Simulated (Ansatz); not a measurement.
NbAs:

```
Nb As
1.0
    -1.72585    1.72585    5.84000
     1.72585   -1.72585    5.84000
     1.72585    1.72585   -5.84000
Nb As
2 2
Direct
  0.50000 0.00000 0.50000
  0.75000 0.75000 0.00000
  0.91600 0.41600 0.50000
  0.16600 0.16600 0.00000
```

- Program: Ansatz 0.2.0
- Task: relaxation of cell and atoms
- Functional: revPBE
- Potentials or basis: Ansatz PAW
- Cutoff: 420 eV (not typed: the program's choice for these potentials)
- k mesh: 11 × 11 × 11
- Occupations: fermi-dirac, width 0.05 eV
- Spin: no spin polarisation

At the start: volume 17.39 Å³/atom.

Task: How do energy, volume and symmetry change on relaxing?

Result: It ends after 5 steps and the volume is 17.93 Å³/atom (+3.1 %); space group I4_1md (No. 109, to 0.05 Å).

The path:
| step | energy change (eV) | largest force (eV/Å) | volume (Å³) |
| --- | --- | --- | --- |
| 1 | 0.0000 | 0.3016 | 69.58 |
| 2 | -0.0078 | 0.1029 | 73.90 |
| 3 | -0.0403 | 0.0047 | 71.83 |
| 4 | -0.0405 | 0.0049 | 71.72 |
| 5 | -0.0409 | 0.0049 | 71.72 |

Final structure:
```
Nb As
1.0
    -1.74287    1.74287    5.90241
     1.74287   -1.74287    5.90241
     1.74287    1.74287   -5.90241
Nb As
2 2
Direct
  0.49895 0.99895 0.50000
  0.74895 0.74895 0.00000
  0.91705 0.41705 0.50000
  0.16705 0.16705 0.00000
```

Caveat: the plane-wave basis is chosen anew once the cell has moved, so the energies of steps on either side of that aren't comparable; the PAW data sets come from PBE, with cores solved anew for the run's functional, which leaves a small shift of forces and pressure.
